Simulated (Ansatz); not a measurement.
# Phases of SnO$_{2}$ at 69 GPa

Structure types of SnO$_{2}$ are relaxed in primitive cells with their symmetry kept at 69 GPa, on PAW files; LAPW relaxes the small cells further and takes the PAW cell for the others (marked *). The enthalpy is E + pV at zero temperature, without zero-point motion. Only the types listed were tried, and differences under about 5 meV/atom are mesh noise. The real phase may be another.

Level of theory: DFT with PBE, scalar-relativistic, in Ansatz 0.2.0; Fermi–Dirac smearing of 0.05 eV, no spin polarisation. LAPW: all electrons, basis error target 0.5 meV/atom; PAW: frozen-core files, cutoff 420 eV.

k meshes: rutile 8×8×11, fluorite 12×12×12.

Spin–orbit coupling is left out, which matters for the heavy atoms.

| start type | ends as | a, b, c (Å) | V (Å³/atom) | H − H(lowest), LAPW (meV/atom) |
| --- | --- | --- | --- | --- |
| rutile* | rutile, P4_2/mnm | 4.394, 4.394, 3.104 | 9.99 | ? |
| fluorite | fluorite, Fm-3m | 4.781, 4.781, 4.781 | 9.11 | 0.0 |

Q: Give the missing entry: row "rutile*", column "H − H(lowest), LAPW (meV/atom)".

A: 183.0.
